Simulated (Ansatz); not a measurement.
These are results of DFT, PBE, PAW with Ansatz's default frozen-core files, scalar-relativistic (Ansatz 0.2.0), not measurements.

Each compound is held at the geometry listed; prototypes and MP cells needn't be known phases (conventional cell, sites, settings):

ZrC: Fm-3m, a = 4.71 Å, b = 4.71 Å, c = 4.71 Å, α = 90.00°, β = 90.00°, γ = 90.00°; Zr 4a (0.000 0.000 0.000), C 4b (0.500 0.000 0.000); rocksalt type, relaxed by us; 14×14×14 k mesh, smearing 0.05 eV, no spin
HfC: Fm-3m, a = 4.65 Å, b = 4.65 Å, c = 4.65 Å, α = 90.00°, β = 90.00°, γ = 90.00°; Hf 4b (0.500 0.000 0.000), C 4a (0.000 0.000 0.000); COD 1539502, reported; 12×12×12 k mesh, smearing 0.05 eV, no spin
SiC: Fm-3m, a = 4.06 Å, b = 4.06 Å, c = 4.06 Å, α = 90.00°, β = 90.00°, γ = 90.00°; Si 4a (0.000 0.000 0.000), C 4b (0.500 0.000 0.000); rocksalt type, relaxed by us; 13×13×13 k mesh, smearing 0.05 eV, no spin
TaC: Fm-3m, a = 4.45 Å, b = 4.45 Å, c = 4.45 Å, α = 90.00°, β = 90.00°, γ = 90.00°; Ta 4a (0.000 0.000 0.000), C 4b (0.500 0.000 0.000); COD 9008731, reported; 16×16×16 k mesh, smearing 0.05 eV, no spin

Semilocal functionals give too small gaps and can close them; gaps under 0.4 eV may also close off the mesh.

No spin–orbit coupling, which matters for the heavy atoms here.

Task: Order by the Bader charge on C, lowest value first.
A. ZrC (Fm-3m)
B. TaC (Fm-3m)
C. SiC (Fm-3m)
D. HfC (Fm-3m)

Result: C (-2.74 e), D (-1.96 e), B (-1.91 e), A (-1.89 e).
